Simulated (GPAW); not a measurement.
## CdSe (Cadmoselite): band structure with TASK

**What was measured.**

From a printed reference work, data compilation, for a bulk crystal of CdSe at 2 K: band gap 1.841 eV.

Crystal: CdSe (Cadmoselite).

```
Cd Se
1.0
     4.30000    0.00000    0.00000
    -2.15000    3.72391    0.00000
     0.00000    0.00000    7.02000
Cd Se
2 2
Direct
  0.66667 0.33333 0.50000
  0.33333 0.66667 0.00000
  0.66667 0.33333 0.88500
  0.33333 0.66667 0.38500
```

- Program: GPAW 26.7.0
- Task: band structure
- Functional: TASK
- Potentials or basis: GPAW PAW data sets (gpaw-data 1.2.1)
- Cutoff: 600 eV
- Basis: pw
- k mesh: 5 × 5 × 3
- Occupations: fermi-dirac, width 0.05 eV
- Spin: spin-orbit coupling, no magnetisation
- Maxiter: 150
- Band path: GMKGALHA,LM,KH
- Band points: 100
- spin axis theta (degrees): 90
- spin axis phi (degrees): 0
- Soc after scf: second variation without the xc potential

```yaml
Pressure: 6.1 GPa
Largest_force: 0.278 eV/Å
Band_gap_on_the_k_mesh: 1.99 eV, direct
Band_gap_along_the_path: 1.99 eV, direct
```

Forces in eV/Å, atoms in the order of the input:
```
Cd   0.000  0.000  0.278
Cd   0.000  0.000  0.278
Se   0.000  0.000 -0.278
Se   0.000  0.000 -0.278
```

Stress tensor (GPa, compression positive):
```
6.83 0.00 0.00
0.00 6.83 0.00
0.00 0.00 4.58
```

Levels at the corners of the path, in eV from the valence-band top:
| point | band 34 | band 35 | band 36 | band 37 | band 38 | band 39 |
| --- | --- | --- | --- | --- | --- | --- |
| Γ | -0.01 | 0.00 | 0.00 | 1.99 | 1.99 | 3.23 |
| M | -1.38 | -0.98 | -0.98 | 4.30 | 4.30 | 4.44 |
| K | -1.95 | -1.85 | -1.85 | 5.58 | 5.76 | 5.77 |
| Γ | -0.01 | 0.00 | 0.00 | 1.99 | 1.99 | 3.23 |
| A | -0.39 | -0.39 | -0.39 | 3.46 | 3.46 | 3.46 |
| L | -1.43 | -1.43 | -1.43 | 4.17 | 4.17 | 4.17 |
| H | -1.29 | -1.23 | -1.23 | 4.88 | 4.88 | 4.95 |
| A | -0.39 | -0.39 | -0.39 | 3.46 | 3.46 | 3.46 |
| L | -1.43 | -1.43 | -1.43 | 4.17 | 4.17 | 4.17 |
| M | -1.38 | -0.98 | -0.98 | 4.30 | 4.30 | 4.44 |
| K | -1.95 | -1.85 | -1.85 | 5.58 | 5.76 | 5.77 |
| H | -1.29 | -1.23 | -1.23 | 4.88 | 4.88 | 4.95 |

It took 17 min on 1 thread of Arm Neoverse N1, on a shared host, peak memory 0.81 GiB.

Against the measured gap of CdSe, 1.841 eV (2 K; a printed reference work, data compilation), the calculated 1.99 eV is off by +0.15 eV. The value is that of TASK, without temperature or zero-point motion.

Caveat: spin-orbit coupling was added after a scalar SCF, so levels and gaps hold it while energy, forces, pressure and moments don't; this program's spin-orbit splittings come out too wide for heavy elements; the PAW data sets were made with another functional, which shifts forces and pressure a little.
